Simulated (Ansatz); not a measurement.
# CdSe: stiffness from a series of strains

```
CELL_PARAMETERS angstrom
0.00000 3.07027 3.07027
3.07027 0.00000 3.07027
3.07027 3.07027 0.00000
ATOMIC_POSITIONS crystal
Cd 0.00000 0.00000 0.00000
Se 0.25000 0.25000 0.25000
```

Atoms are numbered in the order listed.

The cell is the one relaxed in the Materials Project (mp-2691), not relaxed further here; entries there can be hypothetical.

The calculation used Ansatz 0.2.0, DFT, LDA, all-electron LAPW, scalar-relativistic.

Numerical set-up: a Γ-centred 8×8×8 k mesh, Fermi–Dirac smearing of 0.03 eV, basis error target 1 meV/atom, no spin polarisation.

The strain is applied along the Cartesian axes of the cell as listed (the other components stay zero). Fractional coordinates are held (clamped ions).

σ is the change of stress from the unstrained cell, which is at -3.25 GPa; tension is positive, so slopes are stress–strain coefficients at that pressure.

Only quantities that a quadratic follows smoothly over the whole series are listed; rougher ones are left out.

```
    εzz  σzz (GPa)  σxx (GPa)
-0.0300      -1.76      -1.17
-0.0200      -1.16      -0.75
 0.0000       0.00       0.00
 0.0100       0.56       0.33
 0.0200       1.11       0.64
 0.0300       1.64       0.93
```

**Question.** Fit the series and read off the stiffness at zero strain.

**Answer.** Least-squares fits y = p0 + p1 x + p2 x² to the rows give σzz (GPa): p1 = 56.7, p2 = -67; σxx (GPa): p1 = 34.9, p2 = -130. So C11 = 57 GPa and C12 = 35 GPa, which gives B = (C11 + 2 C12)/3 = 42 GPa.

**Question.** One run, at εzz = -0.0100, is withheld. Predict its row.

**Answer.** The fits give -0.57, -0.37; the run gave -0.57, -0.36.
